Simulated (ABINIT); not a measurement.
# BAs (F-43m) in ABINIT: further runs, part 2 of 2

ABINIT 10.8.3 (patched build). The steps go on from the part before.

**4. Band structure, PBE**

The input, run.abi:

```
# Datasets: ground state, then fixed potential
ndtset 2

# Pseudopotentials
pp_dirpath "./"
pseudos "As_ONCV_PBE-1.2.upf, B_ONCV_PBE-1.2.upf"

# Structure
acell 3*1.0
rprim
     0.0000000000     4.5136108487     4.5136108487
     4.5136108487     0.0000000000     4.5136108487
     4.5136108487     4.5136108487     0.0000000000
ntypat 2
znucl 33 5
natom 2
typat 1 2
xcart
     6.7704162730     6.7704162730     6.7704162730
     0.0000000000     0.0000000000     0.0000000000

# Plane-wave basis
ecut 42.0

# Exchange and correlation
ixc 11

# Bands and occupations
occopt 3
tsmear 0.05 eV

# SCF cycle
nstep 100

# Output
iomode 3
prtwf 0
prteig 0
prtebands 0
enunit 1
prtden1 1

# Dataset 1
kptopt1 1
ngkpt1 10 10 10
nshiftk1 1
shiftk1 0.0 0.0 0.0
nband1 8
tolvrs1 1.0e-10

# Dataset 2: bands along G-X-W-K-G-L-U-W-L-K
iscf2 -2
getden2 1
nband2 12
nbdbuf2 2
tolwfr2 1.0e-12
kptopt2 -9
ndivsm2 6
prteig2 1
prtvol2 -3
kptbounds2
     0.0000000000     0.0000000000     0.0000000000
     0.5000000000     0.0000000000     0.5000000000
     0.5000000000     0.2500000000     0.7500000000
     0.3750000000     0.3750000000     0.7500000000
     0.0000000000     0.0000000000     0.0000000000
     0.5000000000     0.5000000000     0.5000000000
     0.6250000000     0.2500000000     0.6250000000
     0.5000000000     0.2500000000     0.7500000000
     0.5000000000     0.5000000000     0.5000000000
     0.3750000000     0.3750000000     0.7500000000
```

Potentials or basis: SG15 NC PBE v1.2.

Launch:

```
$ abinit run.abi > log 2>&1
```

run.abo:

```text
.Version 10.8.3 of ABINIT
 DATASET    1 : space group F-4 3 m (#216); Bravais cF (face-center cubic)
================================================================================
 Values of the parameters that define the memory need for DATASET  1.
     intxc =       0    ionmov =       0      iscf =       7    lmnmax =       6
     lnmax =       6     mgfft =      40  mpssoang =       3    mqgrid =    3001
     natom =       2  nloc_mem =       1    nspden =       1   nspinor =       1
    nsppol =       1      nsym =      24    n1xccc =       0    ntypat =       2
    occopt =       3   xclevel =       2
       mpw =        2409          nfft =       64000          nkpt =          47
================================================================================
================================================================================

 DATASET    2 : space group F-4 3 m (#216); Bravais cF (face-center cubic)
================================================================================
 Values of the parameters that define the memory need for DATASET  2.
     intxc =       0    ionmov =       0      iscf =      -2    lmnmax =       6
     lnmax =       6     mgfft =      40  mpssoang =       3    mqgrid =    3001
     natom =       2  nloc_mem =       1    nspden =       1   nspinor =       1
    nsppol =       1      nsym =      24    n1xccc =       0    ntypat =       2
    occopt =       3   xclevel =       2
       mpw =        2421          nfft =       64000          nkpt =         103
================================================================================
================================================================================

--------------------------------------------------------------------------------
------------- Echo of variables that govern the present computation ------------
--------------------------------------------------------------------------------
 -outvars: echo values of preprocessed input variables --------
            acell      1.0000000000E+00  1.0000000000E+00  1.0000000000E+00 Bohr
              amu      7.49215900E+01  1.08110000E+01
             ecut      4.20000000E+01 Hartree
           enunit           1
           getden1          0
           getden2          1
[... 797 lines left out ...]
 length scales=  1.000000000000  1.000000000000  1.000000000000 bohr
              =  0.529177210544  0.529177210544  0.529177210544 angstroms
 Eigenvalues (   eV  ) for nkpt= 103  k points:
 kpt#   1, nband= 12, wtk=  1.00000, kpt=  0.0000  0.0000  0.0000 (reduced coord)
  -7.72919    7.63447    7.63447    7.63447   10.92208   10.92208   10.92208   12.31439
  17.24595   20.83323   20.83323   22.11381
 kpt#   2, nband= 12, wtk=  1.00000, kpt=  0.0294  0.0000  0.0294 (reduced coord)
  -7.71023    7.53453    7.54066    7.54066   10.86123   11.03673   11.03673   12.41388
  17.32552   20.33838   20.85446   22.15525
 kpt#   3, nband= 12, wtk=  1.00000, kpt=  0.0588  0.0000  0.0588 (reduced coord)
  -7.65340    7.25444    7.29269    7.29269   10.70831   11.34697   11.34697   12.66185
  17.55808   19.51081   20.91818   22.27966
 kpt#   4, nband= 12, wtk=  1.00000, kpt=  0.0882  0.0000  0.0882 (reduced coord)
  -7.55887    6.83821    6.95421    6.95421   10.50639   11.78847   11.78847   12.96270
  17.92755   18.70136   21.02437   22.48725
 kpt#   5, nband= 12, wtk=  1.00000, kpt=  0.1176  0.0000  0.1176 (reduced coord)
  -7.42692    6.32958    6.57534    6.57534   10.28072   12.31000   12.31000   13.21955
  18.01796   18.41420   21.17306   22.77825
 kpt#   6, nband= 12, wtk=  1.00000, kpt=  0.1471  0.0000  0.1471 (reduced coord)
  -7.25800    5.76103    6.18635    6.18635   10.04665   12.87990   12.87990   13.33110
[... 278 lines left out ...]
  -4.25598   -0.59554    2.80441    4.85588   10.45033   14.17373   14.71987   16.13955
  18.74683   20.96161   23.17491   24.82540
 kpt# 100, nband= 12, wtk=  1.00000, kpt=  0.4125  0.4125  0.6750 (reduced coord)
  -4.06375   -0.47067    2.26899    4.64617   10.21657   14.55142   15.33755   15.94865
  18.49449   20.82205   23.83655   25.24986
 kpt# 101, nband= 12, wtk=  1.00000, kpt=  0.4000  0.4000  0.7000 (reduced coord)
  -3.87082   -0.39707    1.87250    4.45672   10.00765   14.31066   15.93323   16.33662
  18.28546   20.79200   24.25262   25.92060
 kpt# 102, nband= 12, wtk=  1.00000, kpt=  0.3875  0.3875  0.7250 (reduced coord)
  -3.70271   -0.40952    1.68006    4.29400    9.83282   13.77605   16.45546   16.96129
  18.14810   20.91369   24.41348   26.68369
 kpt# 103, nband= 12, wtk=  1.00000, kpt=  0.3750  0.3750  0.7500 (reduced coord)
  -3.59920   -0.47983    1.70521    4.16269    9.69609   13.19201   16.85281   17.38979
  18.26933   21.22707   24.41948   27.16308

== END DATASET(S) ==============================================================
================================================================================

 -outvars: echo values of variables after computation  --------
            acell      1.0000000000E+00  1.0000000000E+00  1.0000000000E+00 Bohr
           etotal1    -9.1765741481E+00
            fcart1    -0.0000000000E+00 -0.0000000000E+00 -0.0000000000E+00
                      -0.0000000000E+00 -0.0000000000E+00 -0.0000000000E+00
            rprim      0.0000000000E+00  4.5136108487E+00  4.5136108487E+00
                       4.5136108487E+00  0.0000000000E+00  4.5136108487E+00
                       4.5136108487E+00  4.5136108487E+00  0.0000000000E+00
           strten1    -9.0512967122E-05 -9.0512967122E-05 -9.0512967122E-05
                       0.0000000000E+00  0.0000000000E+00  0.0000000000E+00
           xangst      3.5827499976E+00  3.5827499976E+00  3.5827499976E+00
                      -2.6458343623E-11 -2.6458144741E-11 -2.6458343623E-11
             xred      7.4999999999E-01  7.4999999999E-01  7.4999999999E-01
                      -5.5386528697E-12 -5.5387361364E-12 -5.5386528697E-12
 Calculation completed.
```

Wall time 68 s (1 thread of Arm Neoverse V1, shared host); peak memory 0.11 GiB.

What came out:

```yaml
Free_energy: -249.7073 eV
Pressure: 2.7 GPa
Band_gap_on_the_k_mesh: 1.19 eV, indirect (least direct gap 3.29 eV)
Band_gap_along_the_path: 1.20 eV, indirect (least direct gap 3.29 eV)
Valence_electrons_inside_the_program's_atomic_spheres: As 2.54; B 2.56
```

Levels at the corners of the path, in eV from the valence-band top:
```
point  band 1  band 2  band 3  band 4  band 5  band 6  band 7  band 8  band 9
    Γ  -15.36    0.00    0.00    0.00    3.29    3.29    3.29    4.68    9.61
    X  -11.19   -8.49   -4.06   -4.06    1.45    1.46   11.34   11.34   12.84
    W  -11.03   -8.03   -5.47   -5.18    5.27    5.93    6.85    7.06   12.30
    K  -11.23   -8.11   -5.93   -3.47    2.06    5.56    9.22    9.76   10.63
    Γ  -15.36    0.00    0.00    0.00    3.29    3.29    3.29    4.68    9.61
    L  -12.50   -8.76   -1.81   -1.81    2.70    4.80    4.80    8.89   12.72
    U  -11.23   -8.11   -5.93   -3.47    2.06    5.56    9.22    9.76   10.63
    W  -11.03   -8.03   -5.47   -5.18    5.27    5.93    6.85    7.06   12.30
    L  -12.50   -8.76   -1.81   -1.81    2.70    4.80    4.80    8.89   12.72
    K  -11.23   -8.11   -5.93   -3.47    2.06    5.56    9.22    9.76   10.63
```

**5. Band structure, HCTH407, spin-orbit coupling, no magnetisation**

The input, run.abi:

```
# Datasets: ground state, then fixed potential
ndtset 2

# Pseudopotentials
pp_dirpath "./"
pseudos "As.GGA_PBE-JTH.xml, B.GGA_PBE-JTH.xml"

# Structure
acell 3.3778490937 3.3778490937 3.3778490937 Angstrom
rprim
     0.0000000000     0.7071067812     0.7071067812
     0.7071067812     0.0000000000     0.7071067812
     0.7071067812     0.7071067812     0.0000000000
ntypat 2
znucl 33 5
natom 2
typat 1 2
xred
     0.7500000000     0.7500000000     0.7500000000
     0.0000000000     0.0000000000     0.0000000000

# Plane-wave basis
ecut 15.0
pawecutdg 30.0

# Exchange and correlation
ixc 27

# Bands and occupations
occopt 3
tsmear 0.05 eV

# Spin
nspinor 2
nspden 1
pawspnorb 1

# SCF cycle
nstep 100

# Output
iomode 3
prtwf 0
prteig 0
prtebands 0
enunit 2
prtden1 1

# Dataset 1
kptopt1 4
ngkpt1 10 10 10
nshiftk1 1
shiftk1 0.0 0.0 0.0
nband1 26
tolvrs1 1.0e-9

# Dataset 2: bands along G-X-W-K-G-L-U-W-L-K
iscf2 -2
getden2 1
nband2 34
nbdbuf2 2
tolwfr2 1.0e-12
kptopt2 -9
ndivsm2 6
prteig2 1
kptbounds2
     0.0000000000     0.0000000000     0.0000000000
     0.5000000000     0.0000000000     0.5000000000
     0.5000000000     0.2500000000     0.7500000000
     0.3750000000     0.3750000000     0.7500000000
     0.0000000000     0.0000000000     0.0000000000
     0.5000000000     0.5000000000     0.5000000000
     0.6250000000     0.2500000000     0.6250000000
     0.5000000000     0.2500000000     0.7500000000
     0.5000000000     0.5000000000     0.5000000000
     0.3750000000     0.3750000000     0.7500000000
```

Potentials or basis: JTH PAW PBE v2.0.

Launch:

```
$ abinit run.abi > log 2>&1
```

run.abo:

```text
.Version 10.8.3 of ABINIT
 DATASET    1 : space group F2 3 (#196); Bravais cF (face-center cubic)
================================================================================
 Values of the parameters that define the memory need for DATASET  1.
     intxc =       0    ionmov =       0      iscf =       7    lmnmax =      18
     lnmax =       6     mgfft =      24  mpssoang =       3    mqgrid =    3001
     natom =       2  nloc_mem =       2    nspden =       1   nspinor =       2
    nsppol =       1      nsym =      12    n1xccc =       1    ntypat =       2
    occopt =       3   xclevel =       2
       mpw =         532          nfft =       13824          nkpt =          95
 PAW method is used; the additional fine FFT grid is defined by:
   mgfftf=        32    nfftf =     32768
================================================================================
================================================================================

 DATASET    2 : space group F2 3 (#196); Bravais cF (face-center cubic)
================================================================================
 Values of the parameters that define the memory need for DATASET  2.
     intxc =       0    ionmov =       0      iscf =      -2    lmnmax =      18
     lnmax =       6     mgfft =      24  mpssoang =       3    mqgrid =    3001
     natom =       2  nloc_mem =       2    nspden =       1   nspinor =       2
    nsppol =       1      nsym =      12    n1xccc =       1    ntypat =       2
[... 2253 lines left out ...]
   6.62415    6.62415    9.97721    9.97721   10.54265   10.54265   10.67445   10.67445
  11.88014   11.88014   17.53744   17.53744   18.86693   18.86693   20.08967   20.08967
[... 587 lines left out ...]
  15.73330   15.81270   17.83792   17.88019   20.18942   20.20140   23.82322   23.99920
  25.58525   25.59960
 kpt# 102, nband= 34, wtk=  1.00000, kpt=  0.3875  0.3875  0.7250 (reduced coord)
 -30.73336  -30.73321  -30.73165  -30.73004  -30.00416  -30.00409  -30.00182  -30.00016
 -29.99690  -29.99681   -4.49142   -4.49017   -1.24970   -1.18455    1.00577    1.10839
   3.56364    3.56645    9.30353    9.31512   13.18203   13.21616   15.74135   15.75615
  16.33702   16.42220   17.71658   17.74090   20.30916   20.32169   23.95354   24.15204
  26.39819   26.43918
 kpt# 103, nband= 34, wtk=  1.00000, kpt=  0.3750  0.3750  0.7500 (reduced coord)
 -30.73325  -30.73323  -30.73152  -30.73004  -30.00424  -30.00407  -30.00194  -30.00038
 -29.99651  -29.99639   -4.38635   -4.38566   -1.32657   -1.26369    1.03462    1.13480
   3.43361    3.43647    9.17387    9.18449   12.60216   12.64086   16.14429   16.16006
  16.74330   16.83417   17.86897   17.87965   20.62029   20.63316   23.93963   24.14580
  26.89706   26.95325

== END DATASET(S) ==============================================================
================================================================================

 -outvars: echo values of variables after computation  --------
            acell      6.3832096817E+00  6.3832096817E+00  6.3832096817E+00 Bohr
           etotal1    -1.1761362841E+02
            fcart1    -3.5793673556E-28  5.9656122594E-28  1.1931224519E-28
                       3.5793673556E-28 -5.9656122594E-28 -1.1931224519E-28
            rprim      0.0000000000E+00  7.0710678120E-01  7.0710678120E-01
                       7.0710678120E-01  0.0000000000E+00  7.0710678120E-01
                       7.0710678120E-01  7.0710678120E-01  0.0000000000E+00
           strten1    -8.6489074823E-05 -8.6489074823E-05 -8.6489074823E-05
                       0.0000000000E+00  0.0000000000E+00  0.0000000000E+00
           xangst      3.5827500000E+00  3.5827500000E+00  3.5827500000E+00
                       0.0000000000E+00  0.0000000000E+00  0.0000000000E+00
             xred      7.5000000000E-01  7.5000000000E-01  7.5000000000E-01
                       0.0000000000E+00  0.0000000000E+00  0.0000000000E+00
 Calculation completed.
```

Run time: 3.6 min. Hardware: 1 thread of Arm Neoverse V1, shared host; peak memory 0.14 GiB.

What came out:

```
Free energy                                           : -3200.4299 eV
Pressure                                              : 2.5 GPa
Band gap on the k mesh                                : 1.35 eV, indirect (least direct gap 3.07 eV)
Band gap along the path                               : 1.35 eV, indirect (least direct gap 3.07 eV)
Valence electrons inside the program's atomic spheres : As 12.84; B 1.79
```

Levels at the corners of the path, in eV from the valence-band top:
```tsv
point	band 14	band 15	band 16	band 17	band 18	band 19	band 20	band 21	band 22	band 23
Γ	-0.21	0.00	0.00	0.00	0.00	3.07	3.07	3.28	3.28	3.28
X	-8.62	-4.18	-4.18	-4.05	-4.05	1.61	1.61	1.66	1.66	11.33
W	-8.16	-5.51	-5.37	-5.15	-5.13	5.47	5.47	5.91	5.91	6.86
K	-8.23	-5.93	-5.83	-3.53	-3.53	2.21	2.22	5.64	5.68	9.18
Γ	-0.21	0.00	0.00	0.00	0.00	3.07	3.07	3.28	3.28	3.28
L	-8.77	-1.97	-1.97	-1.82	-1.82	2.68	2.68	4.75	4.75	4.84
U	-8.23	-5.93	-5.83	-3.53	-3.53	2.21	2.22	5.64	5.68	9.18
W	-8.16	-5.51	-5.37	-5.15	-5.13	5.47	5.47	5.91	5.91	6.86
L	-8.77	-1.97	-1.97	-1.82	-1.82	2.68	2.68	4.75	4.75	4.84
K	-8.23	-5.93	-5.83	-3.53	-3.53	2.21	2.22	5.64	5.68	9.18
```

Caveat: the PAW data sets were made with another functional, which shifts forces and pressure a little.

**6. Equation of state, LDA-PZ**

The input, run.abi:

```
# Datasets: one volume each
ndtset 7
getwfk -1
scalecart1 3*0.9795861087
scalecart2 3*0.9864848297
scalecart3 3*0.9932883884
scalecart4 3*1.0000000000
scalecart5 3*1.0066227096
scalecart6 3*1.0131594038
scalecart7 3*1.0196128224

# Pseudopotentials
pp_dirpath "./"
pseudos "As.LDA_PW-JTH_sp.xml, B.LDA_PW-JTH.xml"

# Structure
acell 3.3778490937 3.3778490937 3.3778490937 Angstrom
rprim
     0.0000000000     0.7071067812     0.7071067812
     0.7071067812     0.0000000000     0.7071067812
     0.7071067812     0.7071067812     0.0000000000
ntypat 2
znucl 33 5
natom 2
typat 1 2
xred
     0.7500000000     0.7500000000     0.7500000000
     0.0000000000     0.0000000000     0.0000000000

# Plane-wave basis
ecut 15.0
pawecutdg 30.0

# k points
kptopt 1
ngkpt 10 10 10
nshiftk 1
shiftk 0.0 0.0 0.0

# Exchange and correlation
ixc 2

# Bands and occupations
nband 8
occopt 3
tsmear 0.00183747

# SCF cycle
nstep 100
tolvrs 1.0e-9

# Output
iomode 3
prtwf 1
prtden 0
prteig 0
prtebands 0
enunit 1
```

Potentials or basis: JTH PAW LDA v2.0 sp.

Launch:

```
$ abinit run.abi > log 2>&1
```

It took 34 s on 1 thread of Arm Neoverse V1, shared host; peak memory 0.11 GiB.

It converged, with:

- Equilibrium volume: 13.34 Å³/atom
- Bulk modulus: 147 GPa
- Pressure derivative of the bulk modulus: 4.1

Energy against volume, from the lowest point:
```
volume (Å³/atom)  energy (meV/atom)
          12.809              10.37
          13.081               2.35
          13.354               0.00
          13.626               2.73
          13.899              10.10
          14.171              21.57
          14.444              36.79
```

Caveat: pressures at fixed basis lie under the slope of the energies; this set keeps more shells in the core, which shifts pressures and gaps.

**7. Overview**

```csv
task,level,potentials or basis,spin,cutoff (eV),fine-grid cutoff,gap on the mesh (eV),pressure (GPa),V0 of scaled cells (Å³/atom),B0 (GPa)
band structure,WC,JTH PAW PBE v2.0,"SOC, no magnetisation",408,816.342 eV,1.03,-0.5,-,-
equation of state,PBE,JTH PAW PBE v2.0,off,408,816.342 eV,-,-,13.92,131
band structure,PBE,SG15 NC PBE v1.2,off,1143,-,1.19,2.7,-,-
band structure,HCTH407,JTH PAW PBE v2.0,"SOC, no magnetisation",408,816.342 eV,1.35,2.5,-,-
equation of state,LDA-PZ,JTH PAW LDA v2.0 sp,off,408,816.342 eV,-,-,13.34,147
```

Alike in all rows: cell as given; k mesh 10 × 10 × 10; smearing fermi-dirac 0.05 eV.

Caveats: the PAW data sets were made with another functional, which shifts forces and pressure a little (some runs); pressures at fixed basis lie under the slope of the energies (some runs); this set keeps more shells in the core, which shifts pressures and gaps (some runs).

Absolute energies hang on the potentials; compare differences alone.

**8. How close it comes**

Step 3. A measured bulk modulus of BAs is 148 GPa (quoted in “Basic Physical Properties of Cubic Boron Arsenide”, 2019, arxiv:1911.11281); the calculated 131 GPa misses it by -11.2 %. The fit is for a static lattice scaled at fixed shape and fixed fractional positions.

Step 6. Against the measured bulk modulus of BAs, 148 GPa (quoted in “Basic Physical Properties of Cubic Boron Arsenide”, 2019, arxiv:1911.11281), the calculated 147 GPa is off by -0.3 %. The fit is for a static lattice scaled at fixed shape and fixed fractional positions.
